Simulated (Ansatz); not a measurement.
Runs of Ansatz 0.2.0 on Nb. The structure is cubic, space group Im-3m (No. 229). Conventional cell: a = 3.328 Å, b = 3.328 Å, c = 3.328 Å, α = 90.00°, β = 90.00°, γ = 90.00°. Around Nb (site symmetry m-3m) lie 8 Nb at 2.88 Å. 

```tsv
task	level	U	cell	k mesh	cutoff (eV)	smearing	basis error allowed	mesh quality	gap on the mesh (eV)	pressure (GPa)
relaxation of the atoms	RPBE+D3(BJ)+U	Nb d U = 4.5 eV	atoms relaxed from: cell strained at random at fixed volume	11 × 11 × 11	-	gaussian 0.1 eV	0.001 eV/atom	not flagged	-	-41.4
single point	PBE	-	as given	7 × 7 × 7	192	fermi-dirac 0.04 eV	0.003 eV/atom	coarse	none	-2.0
single point	PBE	-	as given	11 × 11 × 11	217	gaussian 0.021 eV	0.001 eV/atom	not flagged	none	-1.7
band structure	PBEsol	-	as given	11 × 11 × 11	217	fermi-dirac 0.05 eV	0.001 eV/atom	not flagged	-	(a)
single point	PBE	-	as given	11 × 11 × 11	217	gaussian 0.016 eV	0.001 eV/atom	not flagged	none	-1.7
```

Alike in all rows: potentials or basis all-electron LAPW, scalar-relativistic; no spin polarisation.

Task: Estimate the missing entries.

Result: (a) -7.8.

Caveats: some runs use coarse meshes; the relaxation stopped at its first step, so nothing moved (some runs); U is the effective U less J, on atomic orbitals that reach past the spheres (some runs); the U is typed as a test and isn't derived for this compound (some runs); the k mesh is thin for a metal, which can move the energy by tens of meV per atom (some runs).

A k mesh can miss the band edges, and the runs leave out spin-orbit coupling on Nb.

A gap of «none» marks a metal or a gap under the smearing width.

The runs don't all hold the same shells in valence.
